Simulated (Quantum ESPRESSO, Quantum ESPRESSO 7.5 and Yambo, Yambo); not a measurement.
**InP (F-43m): G0W0 on several meshes in Yambo**

Aim: the GW shift of InP (F-43m) against the k mesh.

Program: Quantum ESPRESSO 7.5 and Yambo 5.3.0. Level of theory: PBE and many-body steps on it, plane waves. Results are calculated unless marked as measured.

## (1) The structure

It takes space group F-43m (No. 216, cubic). Conventional cell: a = 5.869 Å, b = 5.869 Å, c = 5.869 Å, α = 90.00°, β = 90.00°, γ = 90.00°. In has 4 P at 2.54 Å nearest. Nearest to P lie 4 In at 2.54 Å. Farther neighbours are not listed.

Coordinates:

```cif
data_structure
_symmetry_space_group_name_H-M 'P 1'
_symmetry_Int_Tables_number 1
_cell_length_a 4.1498
_cell_length_b 4.1498
_cell_length_c 4.1498
_cell_angle_alpha 60.000
_cell_angle_beta 60.000
_cell_angle_gamma 60.000
_cell_volume 50.53
loop_
_atom_site_label
_atom_site_type_symbol
_atom_site_fract_x
_atom_site_fract_y
_atom_site_fract_z
_atom_site_occupancy
In1 In 0.00000 0.00000 0.00000 1
P2 P 0.25000 0.25000 0.25000 1
```

The cell and positions come from the Crystallography Open Database and are kept as given unless a step says otherwise.

## (2) Empty states on the mesh, 2×2×2 mesh, 127 bands

This step: Quantum ESPRESSO 7.5; DFT, PBE, plane waves, norm-conserving pseudopotentials.

The sums over transitions need many empty states on a uniform mesh; this step solves for them.

pw.in

```
&control
  calculation = 'nscf'
  prefix = 'x'
  outdir = 'o'
  pseudo_dir = 'pseudo'
/
&system
  ibrav = 0
  nat = 2
  ntyp = 2
  ecutwfc = 80.0
  nbnd = 127
  force_symmorphic = .true.
/
&electrons
  conv_thr = 1e-9
  electron_maxstep = 80
  diago_full_acc = .true.
  diago_thr_init = 5e-6
/
ATOMIC_SPECIES
  In 114.82 In.upf
  P 30.974 P.upf
CELL_PARAMETERS angstrom
  -0.0000000000 2.9343500000 2.9343500000
  2.9343500000 -0.0000000000 2.9343500000
  2.9343500000 2.9343500000 -0.0000000000
ATOMIC_POSITIONS crystal
  In 0.0000000000 0.0000000000 0.0000000000
  P 0.2500000000 0.2500000000 0.2500000000
K_POINTS automatic
  2 2 2 0 0 0
```

The run is started by

```
OMP_NUM_THREADS=1 mpirun -n 8 pw.x -nk 4 -in pw.in > pw.out
```

Log:

```text
Program PWSCF v.7.5 starts

     This program is part of the open-source Quantum ESPRESSO suite
     for quantum simulation of materials; please cite
         "P. Giannozzi et al., J. Phys.:Condens. Matter 21 395502 (2009);
         "P. Giannozzi et al., J. Phys.:Condens. Matter 29 465901 (2017);
         "P. Giannozzi et al., J. Chem. Phys. 152 154105 (2020);
     in publications or presentations arising from this work. More details at

     Atomic positions and unit cell read from directory:
     o/x.save/

     Message from routine setup:
[...]
k =-0.7071 0.0000 0.0000 (  4136 PWs)   bands (ev):

[...]
64.6064  67.5375  67.5375  67.7102  68.3083  69.9516  70.3972  70.9974
     [... 4 further rows ...]
    90.2379  90.2379  90.9963  92.2264  93.6204  93.6204  93.6973  95.1788
    96.0330  96.0330  96.1079  96.1896  99.3018  99.3018 100.0342

     highest occupied, lowest unoccupied level (ev):     8.2604    8.9469

     XML data file, pseudopotentials, collected wavefunctions

=------------------------------------------------------------------------------=
   JOB DONE.
=------------------------------------------------------------------------------=
```

The job ended after 2.2 s (8 MPI ranks of INTEL XEON PLATINUM 8581C at 2.30GHz (Emerald Rapids), shared host; peak memory 0.55 GiB).

This step gave:

* gap: 0.6864 eV
* k of the valence top: 0, 0, 0
* k of the conduction bottom: 0, 0, 0
* least direct gap: 0.6864 eV
* k points computed: 3
* lowest point of the top converged band, above the valence top: 90.6807 eV

On this mesh the gap is 0.686 eV.

The density comes from a self-consistent run that is not shown.

## (3) Conversion and set-up

This step: Yambo 5.3.0; conversion and set-up on PBE, plane waves, norm-conserving pseudopotentials.

The states are converted to the many-body program's format and the q mesh is built.

The run is started by

```
(cd o/x.save; p2y > p2y.log; mv SAVE ../..); yambo > setup.log
```

Log:

```text
 Yambo, version 5.3.0

 [02] CORE Variables Setup
 =========================

  [02.01] Unit cells
  ==================

  Cell kind             :  FCC
  Atoms in the cell     :  In  P
  number of In atoms    :  1
  number of P  atoms    :  1

  List of atomic masses
  Mass of In    :  114.8200
  Mass of P     :  30.97400

  List of atomic coordinates    : [cc]
  In1       :  0.000000  0.000000  0.000000  order 1
  P1       :  2.772559  2.772559  2.772559  order 2

  Alat factors          :  5.545118  5.545118  5.545118 [a.u.]
  Direct lattice volume :  341.0062 [a.u.]
[...]
0.000000  0.000000  0.000000  0.000000  0.000000  0.000000  0.000000  0.000000

 [03] Transferred momenta grid and indexing
 ==========================================

 IBZ Q-points                                      :  3
 BZ  Q-points                                      :   8

 K/Q-points units:
 rlu = crystal or reduced units; cc = cartesian coordinates; iku = interal k-units

 Q [1]          [rlu]:  0.000000  0.000000  0.000000
 Q [2]          [rlu]: -0.18451E-16 -0.18451E-16 -0.50000
 Q [3]          [rlu]: -0.40653E-17 -0.50000     -0.50000

  [03.01] X indexes
  =================

   [03.01.01] Sigma indexes
   ========================

 [06] Game Over & Game summary
```

Run time: 2.3 s. Hardware: 1 MPI rank; peak memory 0.25 GiB.

## (4) 2×2×2

Now the one-shot GW correction: screening in the RPA, then the self-energy of the levels asked for.

This step: G0W0 on PBE, plane waves, norm-conserving pseudopotentials.

gw13.in

```
HF_and_locXC
gw0
dyson
ppa
em1d
rim_cut
RandQpts= 1000000
RandGvec= 1 RL
EXXRLvcs= 80 Ry
VXCRLvcs= 320 Ry
Chimod= "HARTREE"
% BndsRnXp
 1 | 127 |
%
NGsBlkXp= 15.5 Ry
% LongDrXp
 1 | 1 | 1 |
%
% GbndRnge
 1 | 127 |
%
DysSolver= "n"
ExtendOut
PPAPntXp= 27.21138 eV
% QPkrange
 1 | 1 | 12 | 15 |
%
```

The run is started by

```
OMP_NUM_THREADS=1 mpirun -n 8 yambo -F gw13.in -J gw13 -C gw13 > gw13.log
```

Log:

```text
 Yambo, version 5.3.0

 [02] CORE Variables Setup
 =========================

  [... cell, symmetries and grids as in the set-up ...]

  [02.05] Energies & Occupations
  ==============================

  [X] === General ===
  [X] Electronic Temperature                        :  0.000000  0.000000 [eV K]
  [X] Bosonic    Temperature                        :  0.000000  0.000000 [eV K]
  [X] Finite Temperature mode                       : no
  [X] El. density                                   :  0.51453E+24 [cm-3]
  [X] Fermi Level                                   :  8.260446 [eV]

  [X] === Gaps and Widths ===
  [X] Conduction Band Min                           :  0.686429 [eV]
  [X] Valence Band Max                              :  0.000000 [eV]
  [X] Filled Bands                                  :  13
  [X] Empty Bands                                   :   14  127
  [X] Direct Gap                                    :  0.686429 [eV]
  [X] Direct Gap localized at k                     :  1
  [X] Indirect Gap                                  :  0.686429 [eV]
  [X] Indirect Gap between kpts                     :  1  1
  [X] Last valence band width                       :  2.306388 [eV]
  [X] 1st conduction band width                     :  1.080328 [eV]

 [03] Transferred momenta grid and indexing
 ==========================================

 IBZ Q-points                                      :  3
 BZ  Q-points                                      :   8

 K/Q-points units:
 rlu = crystal or reduced units; cc = cartesian coordinates; iku = interal k-units

 Q [1]          [rlu]:  0.000000  0.000000  0.000000
 Q [2]          [rlu]: -0.18451E-16 -0.18451E-16 -0.50000
 Q [3]          [rlu]: -0.40653E-17 -0.50000     -0.50000

 [04] Coloumb potential Random Integration (RIM)
 ===============================================

  [04.01] RIM initialization
  ==========================

  * Diagonal components only detected *

  8 x (sBL volume)        :  0.727407 [a.u.]
  sBZ random points       :  1000000
  Points outside the sBZ  :   7996195
  RL volume               :  0.727407 [a.u.]
  Integrated volume       :  0.727753 [a.u.]

  [04.02] RIM integrals
  =====================

  Gamma point sphere radius             :  0.163133 [a.u.]
  Points outside the sphere             :   799659
  [Int_sBZ(q=0) 1/q^2]*(Vol_sBZ)^(-1/3) =:  7.764404
                                 should be <:  7.795600

  Summary of Coulomb integrals for non-metallic bands |Q|[au] RIM/Bare

  Q [1] 0.100000E-4 0.995998 * Q [2] 0.490648 1.063913
  Q [3] 0.566551 1.063520

 [05] Dipoles
 ============

  [05.01] Setup: observables and procedures
  =========================================

 [06] Dynamic Dielectric Matrix (PPA)
 ====================================

 [SLK-Inversion]  Pools        :  2
 [SLK-Inversion]  BLACS grid   :  2  2

 [WR./gw13//ndb.pp]--------------------------------------------------------------
  Brillouin Zone Q/K grids (IBZ/BZ)                :   3   8   3   8
  RL vectors                                       :   4909 [WF]
  Coulomb cutoff potential                         : none
  Electronic Temperature                           :  0.000000 [K]
  Bosonic    Temperature                           :  0.000000 [K]
  PPA    diel. fun.  energies                      : Perdew, Burke & Ernzerhof(X)+Perdew, Burke & Ernzerhof(C)
  wavefunctions                                    : Perdew, Burke & Ernzerhof(X)+Perdew, Burke & Ernzerhof(C)
  Global Gauge                                     : length
  X matrix size                                    :   387
  X band range                                     :    1  127
  X e/h energy range                               : -1.000000 -1.000000 [eV]
  X Time ordering                                  : R
  X Hxc Kernel                                     : HARTREE
  X Drude frequency                                :  0.000000  0.000000
  X poles                                          :  100.0000 [o/o]
  RL vectors in the sum                            :   4909
  [r,Vnl] included                                 : yes
  Field direction                                  :  0.577350E-5  0.577350E-5  0.577350E-5
  BZ energy Double Grid                            : no
  BZ energy DbGd points                            : 0
  BZ Q point size factor                           : -1.000000
  X Optical Averaged directions                    : none

 [07] Local Exchange-Correlation + Non-Local Fock
 ================================================

 [VXC] Plane waves :   33079
 [EXS] Plane waves :   4279

 QP @ state[ 1 ] K range:  1  1
 QP @ state[ 1 ] b range:  12  15

 [xc] Functional : Perdew, Burke & Ernzerhof(X)+Perdew, Burke & Ernzerhof(C)
 [xc] LIBXC used to calculate xc functional
  PP Number of Atomic Species                      :  2
  NLCC RL compoments                               :   33079
  PP Number of Atomic Species                      :  2
  NLCC RL compoments                               :   33079

 [xc] E_xc :  -18.22306 [Ha]
      E_xc :  -36.44611 [Ry]

  Local XC kind (lXC) : Perdew, Burke & Ernzerhof(X)+Perdew, Burke & Ernzerhof(C)
  Non-Local XC kind (nlXC) : Hartree-Fock

  Corrections @ K [1] :  [eV]
 <12|nlXC|12> = -15.42131 -0.31587E-17 <12|lXC|12> = -13.03715  0.000000
 <13|nlXC|13> = -15.42131 -0.30522E-16 <13|lXC|13> = -13.03715  0.000000
 <14|nlXC|14> = -6.751687 -0.10337E-17 <14|lXC|14> = -11.64460  0.000000
 <15|nlXC|15> = -5.853303  0.84714E-18 <15|lXC|15> = -10.69752  0.000000

 [08] Dyson equation: Newton solver
 ==================================

  [08.01] G0W0 (W PPA)
  ====================

  [  GW  ] Bands range     :    1  127
  [GW/PPA] G damping       :  0.100000 [eV]

  QP @ state[ 1 ] K range:  1  1
  QP @ state[ 1 ] b range:  12  15

   Sc/G bands                                       :    1  127
   Sc/G damping                                     :  0.100000 ev
   Sc bands terminator                              : no
   Sx RL components                                 :   4279

   QP @ state[ 1 ] K range                          :  1  1
   QP @ state[ 1 ] b range                          :  12  15
   GF energies kind                                 : Perdew, Burke & Ernzerhof(X)+Perdew, Burke & Ernzerhof(C)
   GF WF`s kind                                     : Perdew, Burke & Ernzerhof(X)+Perdew, Burke & Ernzerhof(C)
   Xs energies kind                                 : Perdew, Burke & Ernzerhof(X)+Perdew, Burke & Ernzerhof(C)
   Xs WF`s kind                                     : Perdew, Burke & Ernzerhof(X)+Perdew, Burke & Ernzerhof(C)

 [11] Game Over & Game summary
```

Elapsed: 7.3 s, on 8 MPI ranks; peak memory 2.6 GiB.

Numbers from this step:

```
G0W0 gap on the points computed              : 1.409 eV
starting gap on the mesh                     : 0.6864 eV
k of the valence top                         : 0, 0, 0
k of the conduction bottom                   : 0, 0, 0
least direct G0W0 gap on the computed points : 1.409 eV
Z at the valence top                         : 0.7896
Z at the conduction bottom                   : 0.8018
```

The gap on the mesh goes from 0.69 eV to 1.41 eV, a correction of +0.72 eV.

## (5) Empty states on the mesh, 6×6×6 mesh, 127 bands

This step: Quantum ESPRESSO 7.5; DFT, PBE, plane waves, norm-conserving pseudopotentials.

Edit pw.in of step 2 so:

```diff
@@ -31,2 +31,2 @@
 K_POINTS automatic
-  2 2 2 0 0 0
+  6 6 6 0 0 0
```

The run is started by

```
OMP_NUM_THREADS=1 mpirun -n 8 pw.x -nk 4 -in pw.in > pw.out
```

Log:

```text
[banner, memory and clock lines left out]
Program PWSCF v.7.5 starts

     Atomic positions and unit cell read from directory:
     o/x.save/

     Message from routine setup:
     using ibrav=0 with symmetry is DISCOURAGED, use correct ibrav instead

     bravais-lattice index     =            0
     lattice parameter (alat)  =       7.8420  a.u.
     unit-cell volume          =     341.0062 (a.u.)^3
     number of atoms/cell      =            2
     number of atomic types    =            2
     number of electrons       =        26.00
[...]
[... 4 further rows ...]
[...]
95.1797  95.2058  96.1372  96.1372  96.2120  97.5815  97.8065

          k = 0.2357 0.2357-0.2357 (  4128 PWs)   bands (ev):

[...]
65.4082  65.4082  66.8784  67.6953  69.3310  69.3310  70.2826  70.8327
     [... 4 further rows ...]
    90.9526  92.3249  93.4732  93.4732  93.9463  93.9463  94.2439  95.0513
    95.6708  95.6708  97.1118  97.1118  97.1938  98.6059  98.6059

          k =-0.3536-0.3536 0.3536 (  4140 PWs)   bands (ev):

     [... further k-points ...]

     highest occupied, lowest unoccupied level (ev):     8.2604    8.9469

     XML data file, pseudopotentials, collected wavefunctions
```

The job ended after 5.8 s (8 MPI ranks; peak memory 0.61 GiB; 45 s of CPU time).

This step gave:

```
gap                                                           : 0.6864 eV
k of the valence top                                          : 0, 0, 0
k of the conduction bottom                                    : 0, 0, 0
least direct gap                                              : 0.6864 eV
k points computed                                             : 16
lowest point of the top converged band, above the valence top : 89.5460 eV
```

On this mesh the gap is 0.686 eV.

(Part 1 of 2 ends here.)

[Paths, hosts, dates, memory and timing lines, banners, echoed tables and standing remarks are left out of the program output.]

[Logs are printed without paths, hosts, clocks, repeated set-up lines and the standing remarks that a program may print on its own settings, such as how far it seeks lower states.]

[Runs of the session that timed out or met a known fault of the program may be left out.]

[Hosts, paths, dates, database ids (printed as entryN), source tags and the programs' standing remarks are cut or masked in the printed files.]
